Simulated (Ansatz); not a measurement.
The system is CaO.

```
Ca O
1.0
     0.00000    2.40356    2.40356
     2.40356    0.00000    2.40356
     2.40356    2.40356    0.00000
Ca O
1 1
Cartesian
  0.0000 0.0000 0.0000
  2.4036 2.4036 2.4036
```

The cell is a database's computed one.

Base run:

```yaml
Program: Ansatz 0.2.0
Functional: LDA
Potentials_or_basis: all-electron LAPW, scalar-relativistic
Cutoff: 245 eV (chosen from the basis error)
Basis_error_allowed: 0.001 eV/atom
k_mesh: 10 × 10 × 10
Occupations: fermi-dirac, width 0.05 eV
Spin: no spin polarisation
```

Its results: band gap on the k mesh 3.48 eV, indirect (least direct gap 3.86 eV); pressure -7.0 GPa.

Question: After a change of settings the same cell gave: band gap on the k mesh 3.65 eV, indirect (least direct gap 4.03 eV); pressure 1.6 GPa. Which change was it?
A. functional from LDA to BLYP
B. functional from LDA to PBE
C. functional from LDA to RPBE
D. functional from LDA to PBEsol

Answer: B.

PBE binds less tightly than LDA, so the same cell stands under more pressure.
